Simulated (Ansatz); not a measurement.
CuAu under changes of volume

One of the cells (14.556 Å³/atom); the others are scaled copies at fixed shape and fractional positions:

```
Au Cu
1.0
     2.81075    0.00000    0.00000
     0.00000    2.81075    0.00000
     0.00000    0.00000    3.68500
Au Cu
1 1
Direct
  0.00000 0.00000 0.00000
  0.50000 0.50000 0.50000
```

| Item | Value |
| --- | --- |
| Program | Ansatz 0.2.0 |
| Functional | r2SCAN |
| Potentials or basis | Ansatz PAW |
| Cutoff | 500 eV (not typed: the program's choice for these potentials) |
| k mesh | 9 × 9 × 7 |
| Occupations | fermi-dirac, width 0.05 eV |
| Spin | no spin polarisation |

```tsv
volume (Å³/atom)	energy over the lowest point (meV/atom)	pressure (GPa)
13.683	27.28	11.2
13.974	11.02	6.8
14.265	2.23	3.0
14.556	0.00	-0.4
14.847	3.49	-3.3
15.139	11.97	-5.9
15.430	?	?
```

Problem. What does the run at 15.430 Å³/atom give?

Solution. Energy over the lowest point 24.82 meV/atom; pressure -8.2 GPa.

Worked out: A Birch-Murnaghan fit of order 3 (a polynomial in V^(-2/3)) to the other rows has its minimum at 14.52 Å³/atom with B0 = V·E''(V) = 159 GPa and B' = 5.8 at fixed shape and positions, which overstates the stiffness. It gives 24.77 meV/atom at 15.430 Å³/atom, against the run's 24.82, and -dE/dV = -8.1 GPa, against -8.2.

Energies are extrapolated to zero smearing.

Caveats: the PAW data sets come from PBE, with cores solved anew for the run's functional, which leaves a small shift of forces and pressure.
